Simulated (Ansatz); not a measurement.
Computed with DFT PBE, scalar-relativistic, plane waves, PAW in Ansatz. All cells share a 420 eV cutoff and Γ-centred k meshes spaced at most about 0.3 Å⁻¹ (2π included). No spin polarisation in the final relaxations.

Temperature and zero-point effects are left out. All come from trial cells, and lower structures may exist.

Question: Which of these relaxed structures of LiCl is the lowest in energy?
A.

```xyz
4
Lattice="4.1869 0.0000 0.0000 -2.0934 3.6259 0.0000 0.0000 0.0000 5.2914" Properties=species:S:1:pos:R:3 pbc="T T T"
Li    2.0934    1.2086    3.9629
Li    0.0000    2.4173    1.3284
Cl    2.0934    1.2086    1.3233
Cl    0.0000    2.4173    3.9681
```

B.

```xyz
4
Lattice="1.9701 -3.4485 0.0000 1.9701 3.4485 0.0000 0.0000 0.0000 9.2085" Properties=species:S:1:pos:R:3 pbc="T T T"
Li    1.9701    0.6753    6.9064
Li    1.9701   -0.6753    2.3021
Cl    1.9701   -2.9619    2.3021
Cl    1.9701    2.9619    6.9064
```

C.

```xyz
6
Lattice="6.1922 0.0000 0.0000 -3.0961 5.3626 0.0000 0.0000 0.0000 3.7013" Properties=species:S:1:pos:R:3 pbc="T T T"
Li    3.7907    0.0000    2.4676
Li   -1.8954    3.2829    1.2338
Li    1.2007    2.0797    0.0000
Cl    2.2306    0.0000    0.6169
Cl   -1.1153    1.9318    3.0845
Cl    1.9808    3.4308    1.8507
```

Answer: A. It has space group P-3m1 (No. 164); the next, C, with space group P3_221 (No. 154), lies 18 meV/atom higher. Counting Cl atoms around Li (those within 1.25 times the shortest such distance or 1.15 times the sum of covalent radii; a plus sign parts nearer from farther groups), the lowest has Li 3+2 and the next has Li 4.

No dispersion correction is applied, so the spacing and binding between layers, chains or molecules are poorly described (Cmcm), and this can change margins and order among such cells. With atoms moved at random, P3_221 came back. Other cells relaxed within their symmetry can be saddle points. The P-3m1 cell of LiCl came from shaking the Cmcm one. The part of the Crystallography Open Database at hand lists LiCl in space group No. 225, which no cell shown has. Some structure types and database cells were kept out of the candidates from the start, so a known form may be missing.
